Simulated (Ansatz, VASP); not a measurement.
## Two plane-wave programs on CaO

```
Ca O
1.0
     0.00000    2.39755    2.47691
     2.39755    0.00000    2.47691
     2.39755    2.39755    0.00000
Ca O
1 1
Cartesian
  0.0000 0.0000 0.0000
  2.3976 2.3976 2.4769
```

Change from the starting cell: uniaxial_z strain +3.3%.

Alike in both runs: task single point; functional r2SCAN; k mesh 10 × 10 × 10; no spin polarisation.

|  | VASP | Ansatz |
| --- | --- | --- |
| version | VASP 6.6.1 | Ansatz 0.2.0 |
| potentials or method | VASP PAW PBE potentials, release 64 (Ca_sv, O) | plane waves, PAW |
| plane-wave cutoff (eV) | 520 | 500 |
| occupations | gaussian, width 0.01 eV | fixed |
| valence electrons in the cell | 16 | 16 |

```tsv
	VASP	Ansatz	Ansatz less VASP
gap on the k mesh at the Fermi level (eV)	4.14	4.15	+0.012
pressure (GPa)	-2.4	-3.3	-0.94
largest component of the traceless stress (GPa)	3.16	2.92	-0.234
```

Caveats: the PAW data sets were made with another functional, which shifts forces and pressure a little (VASP). A k mesh can miss the band edges.
